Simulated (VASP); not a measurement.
# BeTe (F-43m) in VASP: a series of runs

Aim: see how the results for BeTe move with the level of theory and the settings. Levels: PBE, r2SCAN. Tasks: single point.

Everything below comes from runs of VASP 6.6.1. Logs are shortened: lines on timing, memory, paths and dates and some standing lists are left out, and cuts for length are marked.

### Step 1. Starting point

It takes space group F-43m (No. 216, cubic). Conventional cell: a = 5.664 Å, b = 5.664 Å, c = 5.664 Å, α = 90.00°, β = 90.00°, γ = 90.00°. Around Be (site symmetry -43m) lie 4 Te at 2.45 Å. Te (site symmetry -43m) has 4 Be at 2.45 Å as nearest neighbours.

The cell was built by a generator and needn't be a form met in nature.

### Step 2. Single point, PBE

The input, INCAR:

```
  PREC = Accurate
  ENCUT = 520
  EDIFF = 1E-6
  ISMEAR = 0
  SIGMA = 0.02
  LREAL = False
  LASPH = True
  NELM = 100
  ALGO = Normal
  ISIF = 2
  LWAVE = False
  LCHARG = False
  GGA = PE
  NBANDS = 11
```

The input, KPOINTS:

```
regular mesh
0
Gamma
  8 8 8
```

The input, POSCAR:

```
BeTe
1.0
    0.0000000000      2.8318047757      2.8318047757
    2.8318047757      0.0000000000      2.8318047757
    2.8318047757      2.8318047757      0.0000000000
Be Te
1 1
Direct
    0.5000000000      0.5000000000      0.5000000000
    0.7500000000      0.7500000000      0.7500000000
```

Potentials or basis: VASP PAW PBE potentials, release 64 (Be, Te).

On the command line:

```bash
$ cat potpaw_PBE.64/Be/POTCAR potpaw_PBE.64/Te/POTCAR > POTCAR
$ mpirun -np 1 vasp_std > vasp.out
```

OUTCAR:

```text
PREC = Accurate
   ENCUT = 520
   EDIFF = 1E-6
   ISMEAR = 0
   LREAL = False
   LASPH = True
   NELM = 100
   ISIF = 2
   GGA = PE

 ion  position               nearest neighbor table
   1  0.500  0.500  0.500-   2 2.45   2 2.45   2 2.45   2 2.45
   2  0.750  0.750  0.750-   1 2.45   1 2.45   1 2.45   1 2.45

  LATTYP: Found a face centered cubic cell.
 ALAT       =     5.6636095514

  Lattice vectors:

 A1 = (   0.0000000000,   2.8318047757,   2.8318047757)
 A2 = (   2.8318047757,   0.0000000000,   2.8318047757)
 A3 = (   2.8318047757,   2.8318047757,   0.0000000000)

Analysis of symmetry for initial positions (statically):
=====================================================================
 Subroutine PRICEL returns:
 Original cell was already a primitive cell.

 Routine SETGRP: Setting up the symmetry group for a
 face centered cubic supercell.

 Subroutine GETGRP returns: Found 24 space group operations
 (whereof 24 operations were pure point group operations)
 out of a pool of 48 trial point group operations.

The static configuration has the point symmetry T_d .

Analysis of symmetry for dynamics (positions and initial velocities):
=====================================================================
 Subroutine PRICEL returns:
 Original cell was already a primitive cell.

 Routine SETGRP: Setting up the symmetry group for a
 face centered cubic supercell.

 Subroutine GETGRP returns: Found 24 space group operations
 (whereof 24 operations were pure point group operations)
 out of a pool of 48 trial point group operations.

The dynamic configuration has the point symmetry T_d .

 Subroutine INISYM returns: Found 24 space group operations
 (whereof 24 operations are pure point group operations),
 and found     1 'primitive' translations

----------------------------------------------------------------------------------------

                                     Primitive cell

  volume of cell :      45.4172

  direct lattice vectors                    reciprocal lattice vectors
     0.000000000  2.831804776  2.831804776    -0.176565844  0.176565844  0.176565844
     2.831804776  0.000000000  2.831804776     0.176565844 -0.176565844  0.176565844
     2.831804776  2.831804776  0.000000000     0.176565844  0.176565844 -0.176565844

  length of vectors
     4.004776720  4.004776720  4.004776720     0.305821013  0.305821013  0.305821013

  position of ions in fractional coordinates (direct lattice)
     0.500000000  0.500000000  0.500000000
     0.750000000  0.750000000  0.750000000

  ion indices of the primitive-cell ions
   primitive index   ion index
                 1           1
                 2           2

----------------------------------------------------------------------------------------

 KPOINTS: regular mesh

Automatic generation of k-mesh.
 Grid dimensions read from file:
 generate k-points for:    8    8    8

 Generating k-lattice:

  Cartesian coordinates                     Fractional coordinates (reciprocal lattice)
    -0.022070730  0.022070730  0.022070730     0.125000000  0.000000000  0.000000000
     0.022070730 -0.022070730  0.022070730     0.000000000  0.125000000  0.000000000
     0.022070730  0.022070730 -0.022070730     0.000000000  0.000000000  0.125000000

  Length of vectors
     0.038227627  0.038227627  0.038227627

  Shift w.r.t. Gamma in fractional coordinates (k-lattice)
     0.000000000  0.000000000  0.000000000

 Subroutine IBZKPT returns following result:
 ===========================================

 Found     29 irreducible k-points:

 Following reciprocal coordinates:
            Coordinates               Weight
  0.000000  0.000000  0.000000      1.000000
  0.125000  0.000000  0.000000      8.000000
  0.250000  0.000000  0.000000      8.000000
  0.375000  0.000000  0.000000      8.000000
  0.500000  0.000000  0.000000      4.000000
  0.125000  0.125000  0.000000      6.000000
[... 16 lines left out ...]
  0.500000  0.250000  0.125000     48.000000
 -0.375000  0.250000  0.125000     24.000000
 [... further k-points ...]
   k-points           NKPTS =     29   k-points in BZ     NKDIM =     29   number of bands    NBANDS=     11
   number of dos      NEDOS =    301   number of ions     NIONS =      2
   total plane-waves  NPLWV =  27000
   dimension x,y,z NGX =    30 NGY =   30 NGZ =   30
   dimension x,y,z NGXF=    60 NGYF=   60 NGZF=   60
   ions per type =               1   1
   NGX,Y,Z   is equivalent  to a cutoff of  12.45, 12.45, 12.45 a.u.
   NGXF,Y,Z  is equivalent  to a cutoff of  24.91, 24.91, 24.91 a.u.
 SYSTEM =  unknown system
   PREC   = accura    normal or accurate (medium, high low for compatibility)
   ISTART =      0    job   : 0-new  1-cont  2-samecut
   ICHARG =      2    charge: 1-file 2-atom 10-const
   ISPIN  =      1    spin polarized calculation?
   LNONCOLLINEAR =      F non collinear calculations
   LSORBIT =      F    spin-orbit coupling
   LASPH  =      T    aspherical Exc in radial PAW
   ENCUT  =  520.0 eV  38.22 Ry    6.18 a.u.   7.45  7.45  7.45*2*pi/ulx,y,z
   NELM   =    100;   NELMIN=  2; NELMDL= -5     # of ELM steps
   EDIFF  = 0.1E-05   stopping-criterion for ELM
   LREAL  =      F    real-space projection
   EDIFFG = 0.1E-04   stopping-criterion for IOM
   NSW    =      0    number of steps for IOM
   IBRION =     -1    ionic relax: 0-MD 1-quasi-New 2-CG
   NFREE  =      0    steps in history (QN), initial steepest desc. (CG)
   ISIF   =      2    stress and relaxation
   ISYM   =      2    0-nonsym 1-usesym 2-fastsym
   POTIM  = 0.5000    time-step for ionic-motion
   TEBEG  =    0.0;   TEEND  =   0.0 temperature during run
   PSTRESS=    0.0 pullay stress
   NELECT =       8.0000    total number of electrons
   NUPDOWN=      -1.0000    fix difference up-down
   EMIN   =  10.00;   EMAX   =-10.00  energy-range for DOS
   EFERMI =   0.00;   METHOD = LEGACY
   ISMEAR =     0;   SIGMA  =   0.02  broadening in eV -4-tet -1-fermi 0-gaus
   EFERMI_NEDOS =   21; number of points for ismear=-14 and -15
   IALGO  =     38    algorithm
   IMIX   =      4    mixing-type and parameters
     AMIX     =   0.40;   BMIX     =  1.00
     AMIX_MAG =   1.60;   BMIX_MAG =  1.00
  volume/ion in A,a.u.               =      22.71       153.25
  Fermi-wavevector in a.u.,A,eV,Ry     =   0.917695  1.734191 11.458329  0.842163
  Thomas-Fermi vector in A             =   2.042692
   LORBIT       =      0    0 simple, 1 ext, 2 COOP (PROOUT), +10 PAW based schemes
   GGA     = PE    functional components
   LHFCALC =     F    Hartree Fock is set to
   AEXX    =    0.0000 exact exchange contribution
   IVDW    =     0    specifies the selected vdW correction
   LEPSILON=     F    determine dielectric tensor
   LRPA    =     F    only Hartree local field effects (RPA)
 non-spin polarized calculation
 Gauss-broadening in eV      SIGMA  =   0.02
  energy-cutoff  :      520.00
  volume of cell :       45.42
 maximum number of plane-waves:      1243
 NGX is ok and might be reduce to    30
   NGX = 15   NGY = 15   NGZ = 15

 number of electron       8.0000000 magnetization

 Free energy of the ion-electron system (eV)
  ---------------------------------------------------
  ext. energy  EPLUGINS =         0.00000000
  ---------------------------------------------------
  free energy    TOTEN  =        -7.62445873 eV

  energy without entropy =       -7.62445873  energy(sigma->0) =       -7.62445873

 E-fermi :   5.0322     XC(G=0):  -8.9895

 val. band max:        4.9097813517   @ k =   0.0000   0.0000   0.0000
 cond. band min:       6.9240974837   @ k =   0.5000   0.5000   0.0000
 fundamental gap:      2.0143161321
 Fermi energy:         5.0322273494

 k-point     1 :       0.0000    0.0000    0.0000
  band No.  band energies     occupation
      1      -7.2777      2.00000
      2       4.9098      2.00000
      3       4.9098      2.00000
      4       4.9098      2.00000
      5       8.5332      0.00000
      6       8.5332      0.00000
      7       8.5332      0.00000
      8       8.6091      0.00000
      9      13.2012      0.00000
     10      15.1194      0.00000
     11      15.1194      0.00000

 k-point     2 :       0.1250    0.0000    0.0000
  band No.  band energies     occupation
      1      -7.1337      2.00000
      2       3.6167      2.00000
      3       4.6817      2.00000
      4       4.6817      2.00000
      5       8.4183      0.00000
      6       8.8684      0.00000
      7       8.8684      0.00000
      8       9.9221      0.00000
      9      13.6270      0.00000
     10      14.2123      0.00000
     11      14.2123      0.00000

 k-point     3 :       0.2500    0.0000    0.0000
  band No.  band energies     occupation
      1      -6.7371      2.00000
      2       1.6479      2.00000
      3       4.2541      2.00000
      4       4.2541      2.00000
      5       8.1859      0.00000
      6       9.3916      0.00000
      7       9.3916      0.00000
      8      11.8537      0.00000
      9      13.9365      0.00000
     10      13.9365      0.00000
     11      13.9427      0.00000

 k-point     4 :       0.3750    0.0000    0.0000
  band No.  band energies     occupation
      1      -6.2351      2.00000
      2       0.0968      2.00000
      3       3.9239      2.00000
      4       3.9239      2.00000
      5       8.0054      0.00000
      6       9.5324      0.00000
      7       9.5324      0.00000
      8      12.7522      0.00000
      9      14.5943      0.00000
     10      14.9560      0.00000
     11      14.9560      0.00000
[... 239 lines left out ...]
 k-point    22 :       0.3750    0.2500    0.1250
  band No.  band energies     occupation
      1      -6.4099      2.00000
      2       1.3932      2.00000
      3       2.7149      2.00000
      4       3.7133      2.00000
      5       8.5105      0.00000
      6       9.7003      0.00000
      7      10.3111      0.00000
      8      11.1523      0.00000
      9      13.9046      0.00000
     10      15.4264      0.00000
     11      15.9623      0.00000

 k-point    23 :       0.5000    0.2500    0.1250
  band No.  band energies     occupation
      1      -5.9651      2.00000
      2       0.3666      2.00000
      3       2.1841      2.00000
      4       3.2698      2.00000
      5       8.9418      0.00000
      6       9.5789      0.00000
      7      10.7986      0.00000
      8      11.7843      0.00000
      9      14.7108      0.00000
     10      15.1686      0.00000
     11      17.0868      0.00000

 k-point    24 :      -0.3750    0.2500    0.1250
  band No.  band energies     occupation
      1      -5.7422      2.00000
      2      -0.1130      2.00000
      3       2.0739      2.00000
      4       3.0532      2.00000
      5       9.0925      0.00000
      6       9.2998      0.00000
      7      11.5240      0.00000
      8      12.6062      0.00000
      9      13.3849      0.00000
     10      16.4278      0.00000
     11      16.7659      0.00000

 [... further k-points ...]
[... 5 lines left out ...]
  --------------------------------------------------------------------------------------
  -------------------------------------------------------------------------------------
  Total        0.0406793      0.0406793      0.0406793     -0.0000000      0.0000000     -0.0000000
  in kB        1.4350416      1.4350416      1.4350416     -0.0000000      0.0000000     -0.0000000
  external PRESSURE =       1.4350416 kB  Pullay stress =       0.0000000 kB

 VOLUME and BASIS-vectors are now :
 -----------------------------------------------------------------------------
  energy-cutoff  :      520.00
  volume of cell :       45.42
      direct lattice vectors                 reciprocal lattice vectors
     0.000000000  2.831804776  2.831804776    -0.176565844  0.176565844  0.176565844
     2.831804776  0.000000000  2.831804776     0.176565844 -0.176565844  0.176565844
     2.831804776  2.831804776  0.000000000     0.176565844  0.176565844 -0.176565844

 POSITION                                       TOTAL-FORCE (eV/Angst)
 -----------------------------------------------------------------------------------
      2.83180      2.83180      2.83180         0.000000      0.000000     -0.000000
      4.24771      4.24771      4.24771        -0.000000     -0.000000      0.000000
 -----------------------------------------------------------------------------------
    total drift:                                0.000000      0.000000      0.000000

  FREE ENERGIE OF THE ION-ELECTRON SYSTEM (eV)
  ---------------------------------------------------
  free  energy   TOTEN  =        -7.6244587310 eV

  energy  without entropy=       -7.6244587310  energy(sigma->0) =       -7.62445873
```

Wall time 12 s (1 thread of Intel Xeon Platinum 8488C (Sapphire Rapids), shared host); peak memory 0.17 GiB.

What came out:

```
Free energy            : -7.6245 eV
Pressure               : 0.1 GPa
Band gap on the k mesh : 2.01 eV, indirect (least direct gap 3.62 eV)
```

Levels at points of the mesh, in eV from the valence-band top:
| k point | band 1 | band 2 | band 3 | band 4 | band 5 | band 6 | band 7 | band 8 |
| --- | --- | --- | --- | --- | --- | --- | --- | --- |
| (0.00, 0.00, 0.00) | -12.19 | 0.00 | 0.00 | 0.00 | 3.62 | 3.62 | 3.62 | 3.70 |
| (0.50, 0.00, 0.00) | -10.88 | -5.43 | -1.10 | -1.10 | 3.03 | 4.60 | 4.60 | 7.82 |
| (0.50, 0.50, 0.00) | -10.41 | -5.03 | -2.58 | -2.58 | 2.01 | 2.69 | 9.60 | 9.60 |

Caveat: spin-orbit coupling is left out, which moves the levels of the heavy elements.

### Step 3. Single point, r2SCAN

POSCAR is that of step 2.

The input, INCAR.step1:

```
PREC = Accurate
ENCUT = 520
ISMEAR = 0
SIGMA = 0.02
LREAL = F
LASPH = T
NELM = 100
NBANDS = 11
GGA = PE
ALGO = Normal
EDIFF = 1E-4
LWAVE = T
LCHARG = F
```

The input, INCAR.step2:

```
PREC = Accurate
ENCUT = 520
EDIFF = 1E-6
ISMEAR = 0
SIGMA = 0.02
LREAL = F
LASPH = T
NELM = 100
ALGO = Normal
ISIF = 2
LWAVE = F
LCHARG = T
METAGGA = R2SCAN
LMIXTAU = T
LELF = T
LVHAR = T
NBANDS = 11
ISTART = 1
```

KPOINTS is that of step 2.

Potentials or basis: VASP PAW PBE potentials, release 64 (Be, Te).

On the command line:

```bash
$ cat potpaw_PBE.64/Be/POTCAR potpaw_PBE.64/Te/POTCAR > POTCAR
$ cp INCAR.step1 INCAR
$ mpirun -np 1 vasp_std > vasp.out
$ cp INCAR.step2 INCAR
$ mpirun -np 1 vasp_std > vasp.out
```

It took 43 s on 1 thread of Intel Xeon Platinum 8488C (Sapphire Rapids), shared host; peak memory 0.17 GiB.

The run converged. Its results:

| Property | Result |
| --- | --- |
| Free energy | -30.6850 eV |
| Pressure | 0.0 GPa |
| Band gap on the k mesh | 2.38 eV, indirect (least direct gap 4.03 eV) |

Levels at points of the mesh, in eV from the valence-band top:
```tsv
k point	band 2	band 3	band 4	band 5	band 6	band 7
(0.00, 0.00, 0.00)	0.00	0.00	0.00	4.03	4.03	4.03
(0.50, 0.00, 0.00)	-5.65	-1.14	-1.14	3.51	5.03	5.03
(0.50, 0.50, 0.00)	-5.25	-2.68	-2.68	2.38	3.01	10.46
```

Caveat: the PAW data sets were made with another functional, which shifts forces and pressure a little; spin-orbit coupling is left out, which moves the levels of the heavy elements.
